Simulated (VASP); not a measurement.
# C (C2/m) in VASP: further runs, part 2 of 2

VASP 6.6.1. Earlier steps stand in the parts before.

### Step 4. Band structure, TB-mBJ

Contents of POSCAR:

```
C
1.0
    2.1303800000     -1.2299500000     -0.0056400000
    2.1303800000      1.2299500000     -0.0056400000
   -1.3903300000      0.0000000000      3.5706600000
C
2
Direct
    0.8333500000      0.8333500000      0.0000500000
    0.1666500000      0.1666500000      0.9999500000
```

Contents of INCAR.step1:

```
SYSTEM = C
ALGO = Normal
EDIFF = 1E-5
ENCUT = 520
GGA = PE
ISIF = 2
ISMEAR = 0
LASPH = .TRUE.
LCHARG = .FALSE.
LREAL = .FALSE.
LWAVE = .TRUE.
NELM = 80
PREC = Accurate
SIGMA = 0.02
```

Contents of INCAR.step2:

```
SYSTEM = C
ALGO = Normal
EDIFF = 1E-6
ENCUT = 520
ISIF = 2
ISMEAR = 0
ISTART = 1
LASPH = .TRUE.
LCHARG = .FALSE.
LREAL = .FALSE.
LWAVE = .FALSE.
METAGGA = MBJ
NELM = 80
PREC = Accurate
SIGMA = 0.02
```

Contents of KPOINTS:

```
k-points
0
G
  16 16 10
  0 0 0
```

Contents of KPOINTS_OPT:

```
path GYFLI,I1ZF1,YX1,XGN,MG
20
line-mode
reciprocal
 0.0000000000  0.0000000000  0.0000000000  G
 0.5000000000  0.5000000000 -1.0000000000  Y

 0.5000000000  0.5000000000 -1.0000000000  Y
 0.4178562564  0.4178562564 -1.1175005325  F

 0.4178562564  0.4178562564 -1.1175005325  F
 0.5000000000  0.5000000000 -0.5000000000  L

 0.5000000000  0.5000000000 -0.5000000000  L
 0.6928993664  0.3071006336 -0.5000000000  I

 0.3071006336 -0.3071006336  0.5000000000  I1
 0.0000000000  0.0000000000  0.5000000000  Z

 0.0000000000  0.0000000000  0.5000000000  Z
 0.5821437436  0.5821437436  0.1175005325  F1

 0.5000000000  0.5000000000 -1.0000000000  Y
 0.6130621144  0.3869378856 -1.0000000000  X1

 0.3869378856 -0.3869378856  0.0000000000  X
 0.0000000000  0.0000000000  0.0000000000  G

 0.0000000000  0.0000000000  0.0000000000  G
 0.5000000000  0.0000000000 -0.5000000000  N

 0.5000000000  0.0000000000  0.0000000000  M
 0.0000000000  0.0000000000  0.0000000000  G
```

Potentials or basis: VASP PAW PBE potentials, release 64 (C).

Command:

```
> cat potpaw_PBE.64/C/POTCAR > POTCAR
> cp INCAR.step1 INCAR
> mpirun -np 1 vasp_std > vasp.out
> cp INCAR.step2 INCAR
> mpirun -np 1 vasp_std > vasp.out
```

OUTCAR:

```text
SYSTEM = C
   EDIFF = 1E-6
   ENCUT = 520
   ISIF = 2
   ISMEAR = 0
   ISTART = 1
   LASPH = .TRUE.
   LREAL = .FALSE.
   METAGGA = MBJ
   NELM = 80
   PREC = Accurate

 ion  position               nearest neighbor table
   1  0.833  0.833  0.000-   2 1.42   2 1.42   2 1.42
   2  0.167  0.167  1.000-   1 1.42   1 1.42   1 1.42

  LATTYP: Found a base centered monoclinic cell.
 ALAT       =     4.2607749314
 B/A-ratio  =     0.5773362920
 C/A-ratio  =     0.8993181089
 COS(beta)  =    -0.3653063877
[... 454 lines left out ...]

------------------------ aborting loop because EDIFF is reached ----------------------------------------

  FORCE on cell =-STRESS in cart. coord.  units (eV):
  Direction    XX          YY          ZZ          XY          YZ          ZX
  --------------------------------------------------------------------------------------
  -------------------------------------------------------------------------------------
  Total       -7.9864032     -7.9852188      0.1732322      0.0000000      0.0000000      0.0206465
  in kB     -684.5208866   -684.4193710     14.8478676      0.0000000      0.0000000      1.7696319
  external PRESSURE =    -451.3641300 kB  Pullay stress =       0.0000000 kB

 VOLUME and BASIS-vectors are now :
 -----------------------------------------------------------------------------
  energy-cutoff  :      520.00
  volume of cell :       18.69
      direct lattice vectors                 reciprocal lattice vectors
     2.130380000 -1.229950000 -0.005640000     0.234942100 -0.406520590  0.091480861
     2.130380000  1.229950000 -0.005640000     0.234942100  0.406520590  0.091480861
    -1.390330000  0.000000000  3.570660000     0.000742201  0.000000000  0.280349264

 POSITION                                       TOTAL-FORCE (eV/Angst)
 -----------------------------------------------------------------------------------
      3.55063      0.00000     -0.00922        -0.000297      0.000000      0.006552
     -0.68020      0.00000      3.56860         0.000297      0.000000     -0.006552
 -----------------------------------------------------------------------------------
    total drift:                               -0.000000      0.000000      0.000000

  FREE ENERGIE OF THE ION-ELECTRON SYSTEM (eV)
  ---------------------------------------------------
  free  energy   TOTEN  =        -1.2723221024 eV

  energy  without entropy=       -1.2723221024  energy(sigma->0) =       -1.27232210
```

Wall time 3.9 min (1 thread of Intel Xeon Platinum 8488C (Sapphire Rapids), shared host); peak memory 0.25 GiB.

Results:

- Band gap on the k mesh: 0.76 eV, indirect (least direct gap 0.77 eV)
- Band gap along the path: 0.02 eV, direct

Levels at the corners of the path, in eV from the valence-band top:
```
point  band 2  band 3  band 4  band 5  band 6  band 7
    Γ   -7.17   -4.43   -4.43    4.53    8.22    8.22
    Y  -14.50   -7.67   -2.70    1.53    6.99   13.88
    Y  -14.50   -7.67   -2.70    1.53    6.99   13.88
    F  -13.10   -7.51   -3.12    2.59    7.13   10.52
    F  -13.10   -7.51   -3.12    2.59    7.13   10.52
    L  -14.53   -7.65   -2.25    1.98    7.20   12.23
    L  -14.53   -7.65   -2.25    1.98    7.20   12.23
    I  -13.63  -11.32   -1.16    1.02   10.98   13.45
   I1  -13.63  -11.32   -1.16    1.02   10.98   13.45
    Z   -8.44   -4.44   -4.44    8.19    8.20   10.53
    Z   -8.44   -4.44   -4.44    8.19    8.20   10.53
   F1  -13.10   -7.51   -3.12    2.59    7.13   10.52
    Y  -14.50   -7.67   -2.70    1.53    6.99   13.88
   X1  -13.94  -10.48   -1.55    1.17   11.22   11.60
    X  -13.94  -10.48   -1.55    1.17   11.22   11.60
    Γ   -7.17   -4.43   -4.43    4.53    8.22    8.22
    Γ   -7.17   -4.43   -4.43    4.53    8.22    8.22
    N  -14.49   -7.67   -2.72    1.51    6.98   13.95
    M  -14.53   -7.65   -2.23    2.01    7.20   12.17
    Γ   -7.17   -4.43   -4.43    4.53    8.22    8.22
```

Caveat: the PAW data sets were made with another functional, which shifts forces and pressure a little; the mesh misses the band edges, which the band path finds closer together.

### Step 5. Overview

| level | pressure (GPa) |
| --- | --- |
| PBEsol | 0.4 |
| r2SCAN | -0.7 |
| TB-mBJ | - |

Alike in all rows: task band structure; potentials or basis VASP PAW PBE potentials, release 64 (C); no spin polarisation; cell as given; k mesh 16 × 16 × 10; cutoff (eV) 520; smearing gaussian 0.02 eV.

Caveats: the PAW data sets were made with another functional, which shifts forces and pressure a little; this functional lacks dispersion, which binds the layers, so the pressure and a relaxed spacing across them are unreliable (some runs); the mesh misses the band edges, which the band path finds closer together (some runs).

Absolute energies hang on the potentials; compare differences alone.
